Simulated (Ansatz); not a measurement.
Theory: DFT PBE, scalar-relativistic, plane waves, PAW in Ansatz. Settings: cutoff 420 eV, Γ-centred meshes spaced at most about 0.3 Å⁻¹, and about 0.25 Å⁻¹ or finer for metals (2π included), Gaussian smearing. Collinear spin in cells that started with moments and kept them past the coarse steps, no spin elsewhere.

Temperature and zero-point effects are left out.

Two forms of GaO4 were relaxed alike.

A. (site moments O 1.2 (×4) μB)

```
CELL_PARAMETERS angstrom
-2.39651 2.39651 2.39651
2.39651 -2.39651 2.39651
2.39651 2.39651 -2.39651
ATOMIC_POSITIONS crystal
Ga 0.00000 0.00000 0.00000
O 0.00000 0.00000 0.50000
O 0.50000 0.00000 0.00000
O 0.50000 0.50000 0.50000
O 0.00000 0.50000 0.00000
```

B. (site moments O 1.1 (×4) μB)

```
CELL_PARAMETERS angstrom
3.98837 0.00000 0.00000
0.00000 3.98837 0.00000
0.00000 0.00000 3.98837
ATOMIC_POSITIONS crystal
Ga 0.00000 0.00000 0.00000
O 0.27085 0.72915 0.72915
O 0.72915 0.27085 0.72915
O 0.72915 0.72915 0.27085
O 0.27085 0.27085 0.27085
```

Question: Which is lower in energy, and by how much?

Answer: A is lower, by 116 meV/atom. A has space group Im-3m (No. 229), 11.0 Å³/atom and no gap on its mesh; B has space group P-43m (No. 215), 12.7 Å³/atom and no gap. Counting O atoms around Ga (those within 1.25 times the shortest such distance or 1.15 times the sum of covalent radii, 1.27 where that leaves under three), A has Ga 8 and B has Ga 4. Even the lower one lies +0.45 eV/atom against the reference forms of the elements (uncorrected), so neither is stable at this level. Both come from invented guesses. A third cell relaxed alike, in Pm-3m, lies 83 meV/atom below the lower of the two.

Weakly bound directions are ill-defined at this level, which has no dispersion term (P-43m), and this can change margins and order among such cells. The magnetic state reached may not be the lowest. Cells relaxed within their symmetry can be saddle points. Some structure types and database cells were kept out of the candidates from the start, so a known form may be missing.

The 116 meV/atom preference for A goes with eightfold rather than fourfold coordination of Ga and a denser packing. In A each oxygen bridges two Ga atoms, whereas in B it is bound to only one, so the gain in electrostatic and Ga–O bonding energy probably outweighs the shorter, individually stronger bonds of the tetrahedron.

Both forms share a more basic problem. Gallium has only three valence electrons to give, far too few to close the shells of four oxide ions, and in neither cell are the oxygens close enough to pair as peroxide or superoxide. The deficit stays as holes in the O 2p states, which accounts for the large oxygen moments and fits the missing gap. Forming either cell from the elements sacrifices the O₂ bond without completing the oxide shells, hence the unfavourable energy. The ordering therefore ranks two strained, electron-poor frameworks, and decomposition into Ga₂O₃ and O₂ should be a more severe test than the comparison with the elements.
